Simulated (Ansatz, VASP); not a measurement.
# Ni: VASP beside Ansatz

```
Ni
1.0
     3.97758    0.00000    0.00000
    -1.98879    3.44469    0.00000
     0.00000    0.00000    2.39420
Ni
3
Direct
  0.00000 0.00000 0.00000
  0.33333 0.66667 0.50000
  0.66667 0.33333 0.50000
```

Alike in both runs: task single point; functional RPBE; k mesh 10 × 10 × 15; occupations fermi-dirac, width 0.1 eV; no spin polarisation.

|  | VASP | Ansatz |
| --- | --- | --- |
| version | VASP 6.6.1 | Ansatz 0.2.0 |
| potentials or method | VASP PAW PBE potentials, release 64 (Ni) | plane waves (420 eV) with PAW, scalar-relativistic |
| plane-wave cutoff (eV) | 520 | 420 |
| valence electrons in the cell | 30 | 54 |

```csv
,VASP,Ansatz,Ansatz less VASP
pressure (GPa),7.9,7.8,-0.13
largest component of the traceless stress (GPa),0.36,0.28,-0.082
```

The two sets of potentials don't hold the same shells in valence.

Caveats: the PAW data sets were made with another functional, which shifts forces and pressure a little (VASP); the run has no spin polarisation, though such a crystal can be magnetic. Spin polarisation is off, so any magnetic state and its effect on volume and gap are missing.
